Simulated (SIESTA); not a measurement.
The system is Re.

```xyz
4
Lattice="2.7664 0.0000 0.0000 -1.3832 2.3958 0.0000 0.0000 0.0000 8.9388" Properties=species:S:1:pos:R:3 pbc="T T T"
Re    1.3832    0.7986    6.7041
Re    0.0000    0.0000    4.4694
Re    0.0000    1.5972    2.2347
Re    0.0000    0.0000    0.0000
```

Base run:

```yaml
Program: SIESTA 5.4.2
Functional: PBEsol
Potentials_or_basis: PseudoDojo 0.4 standard (PBEsol files, fully relativistic)
Basis: DZP (energy shift 0.003 Ry; two zetas on semicore shells)
Grid_cutoff: 800 Ry
Energy_shift: 0.003 Ry
k_mesh: 8 × 8 × 2
Occupations: fermi-dirac, width 0.05 eV
Spin: non-collinear spin, zero start, spin-orbit coupling
Starting_moments: "[[0.0, 0.0, 0.0], [0.0, 0.0, 0.0], [0.0, 0.0, 0.0], [0.0, 0.0, 0.0]] μB"
```

Its results: band gap on the k mesh none (metal or under the smearing width); pressure -7.7 GPa.

Task: The run is repeated on the same cell with these changes: potentials or basis from PseudoDojo 0.4 standard (PBEsol files, fully relativistic) to PseudoDojo 0.4 standard (PBEsol files); spin from non-collinear spin, zero start, spin-orbit coupling to no spin polarisation. What comes out?

Result: Band gap on the k mesh none (metal or under the smearing width); pressure -3.5 GPa.

Caveats: short orbitals over semicore shells can move pressures by several GPa; the basis of atomic orbitals isn't converged, which shifts pressures, moduli and gaps; spin-orbit coupling is left out, which moves the levels of the heavy elements (some runs).
